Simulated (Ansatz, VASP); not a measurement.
One calculation of Ta, two programs

```xyz
1
Lattice="-1.4598 1.6402 1.4762 1.4598 -1.6402 1.4762 1.4598 1.6402 -1.4762" Properties=species:S:1:pos:R:3 pbc="T T T"
Ta    0.0000    0.0000    0.0000
```

Change from the starting cell: normal strain along x -0.1100, normal strain along z -0.1000.

Alike in both runs: task single point; functional PBEsol; k mesh 20 × 20 × 20; occupations gaussian, width 0.15 eV; no spin polarisation.

|  | VASP | Ansatz |
| --- | --- | --- |
| version | VASP 6.6.1 | Ansatz 0.2.0 |
| potentials or method | VASP PAW PBE potentials, release 64 (Ta_pv) | scalar-relativistic, plane waves, PAW |
| plane-wave cutoff (eV) | 520 | 420 |
| valence electrons in the cell | 11 | 13 |

VASP gave:

```
gap on the k mesh at the Fermi level (eV)       : none
pressure (GPa)                                  : 72.5
largest component of the traceless stress (GPa) : 16.26
```

What did Ansatz give for the same quantities?

gap on the k mesh at the Fermi level (eV): none; pressure (GPa): 71.3; largest component of the traceless stress (GPa): 16.24.

A gap of «none» marks a metal or a gap that the smearing closes. The two sets of potentials don't hold the same shells in valence. Ansatz warned: «pseudo_functional_mismatch».

Caveats: the cell as given lies far from equilibrium; so large a pressure means that the cell lies far from this level's equilibrium, or that cutoff or potentials fall short (VASP); the potentials were made for another functional, which shifts forces and pressure (VASP). Spin-orbit coupling is left out, which matters for the levels of Ta.
